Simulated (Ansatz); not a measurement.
A run of Ansatz 0.2.0 is set up as follows.

Contents of input.yaml:

```yaml
crystal:
  lattice:
    - [2.74841, 0.0, 0.0]
    - [0.0, 2.74841, 0.0]
    - [0.0, 0.0, 2.74841]
  atoms:
    - { symbol: Au, position: [0.5, 0.5, 0.5] }
hamiltonian:
  xc: pbe
  pseudopotentials: { kind: paw }
kpoints:
  mp_grid: { grid: [10, 10, 10] }
scf:
  occupations: { method: gaussian, width: 0.028 }
output:
  forces: true
  stress: true
  eigenvalues: true
```

Potentials or basis: Ansatz PAW.

The run is started by

```console
$ ansatz run input.yaml --threads 2 --pin off --max-ram 5632MiB --backend cpu --events-out ev --progress --plain --runs-dir out
```

Task: Predict the band gap on the k mesh.

Result: None (metal or under the smearing width).

Task: Predict the pressure.

Result: 0.2 GPa.

Spin-orbit coupling is left out, which matters for the levels of Au.
